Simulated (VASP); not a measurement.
## TiO2 in VASP: the effect of pseudo set

The system is TiO2.

```
Ti O
1.0
     4.81270    0.00000    0.00000
     0.00000    4.87188    0.00000
    -0.86289    0.00000    4.96659
Ti O
4 8
Direct
  0.27744 0.05281 0.21315
  0.72256 0.55281 0.28685
  0.72256 0.94719 0.78685
  0.27744 0.44719 0.71315
  0.06384 0.17697 0.85156
  0.93616 0.67697 0.64844
  0.93616 0.82303 0.14844
  0.06384 0.32303 0.35156
  0.44536 0.75763 0.46677
  0.55464 0.25763 0.03323
  0.55464 0.24237 0.53323
  0.44536 0.74237 0.96677
```

The cell comes from a database or a generator and needn't be the stable form of this composition.

Alike in all runs:

| Property | Result |
| --- | --- |
| Program | VASP 6.6.1 |
| Task | band structure |
| Functional | PBE |
| Cutoff | 900 eV |
| k mesh | 5 × 5 × 5 |
| Occupations | fermi-dirac, width 0.05 eV |
| Spin | no spin polarisation |

```tsv
pseudo set	gap on the mesh (eV)	pressure (GPa)	largest force (eV/Å)
Ti_sv, O	2.32	5.0	0.10
Ti, O	2.16	7.0	0.30
Ti_pv, O	?	?	?
```

Task: What does the run with pseudo set Ti_pv, O give?

Result: gap on the mesh 2.29 eV; pressure 5.6 GPa; largest force 0.12 eV/Å.

A k mesh can miss the band edges.

The runs don't all hold the same shells in valence.
